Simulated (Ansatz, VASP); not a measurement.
**BP, level by level in two programs**

```xyz
2
Lattice="0.0000 2.2690 2.2690 2.2690 0.0000 2.2690 2.2690 2.2690 0.0000" Properties=species:S:1:pos:R:3 pbc="T T T"
P     3.4035    3.4035    3.4035
B     0.0000    0.0000    0.0000
```

Single points on this cell with VASP 6.6.1 and Ansatz 0.2.0. Each row is one pair of runs. Alike in all rows: spin: off; k mesh: 10 × 10 × 10.

```csv
level,smearing,"VASP's potentials, cutoff","Ansatz's potentials, cutoff","gap on the k mesh at the Fermi level (eV), VASP","gap on the k mesh at the Fermi level (eV), Ansatz","least direct gap on the mesh (eV), VASP","least direct gap on the mesh (eV), Ansatz","pressure (GPa), VASP","pressure (GPa), Ansatz"
r2SCAN+D4,"fermi-dirac, width 0.05 eV","VASP PAW PBE potentials, release 64 (P, B), 520 eV","Ansatz PAW, 500 eV",1.45,1.42,3.64,3.60,-2.5,-1.9
revPBE+D3(BJ),"fermi-dirac, width 0.05 eV","VASP PAW PBE potentials, release 64 (P, B), 520 eV","Ansatz PAW, 420 eV",1.24,1.26,3.39,3.40,-6.2,-5.8
BLYP+D4,"fermi-dirac, width 0.05 eV","VASP PAW PBE potentials, release 64 (P, B), 520 eV","Ansatz PAW, 420 eV",1.54,1.51,3.58,3.55,-4.0,-3.9
r2SCAN+rVV10,"fermi-dirac, width 0.15 eV","VASP PAW PBE potentials, release 64 (P, B), 520 eV","Ansatz PAW, 500 eV",1.42,1.39,3.63,3.59,-1.3,-0.8
LDA,"gaussian, width 0.05 eV","VASP PAW LDA potentials, release 64 (P, B), 520 eV","Ansatz PAW, 420 eV",1.19,1.19,3.38,3.38,-5.3,-5.2
PBEsol,"gaussian, width 0.1 eV","VASP PAW PBE potentials, release 64 (P, B), 520 eV","Ansatz PAW, 420 eV",1.13,1.13,3.36,3.36,-1.9,-2.0
PBE,"gaussian, width 0.017 eV","VASP PAW PBE potentials, release 64 (P, B), 520 eV","Ansatz PAW, 420 eV",1.24,1.24,3.40,3.40,0.9,1.1
PBE,"gaussian, width 0.018 eV","VASP PAW PBE potentials, release 64 (P, B), 520 eV","Ansatz PAW, 420 eV",1.24,1.24,3.40,3.40,0.9,1.1
```

Gap on the k mesh at the fermi level (eV): the two programs differ by at most 0.03; least direct gap on the mesh (eV): the two programs differ by at most 0.04; pressure (GPa): the two programs differ by at most 0.51.

Caveats: the PAW data sets were made with another functional, which shifts forces and pressure a little (VASP); the PAW data sets come from PBE, with cores solved anew for the run's functional, which leaves a small shift of forces and pressure (Ansatz).
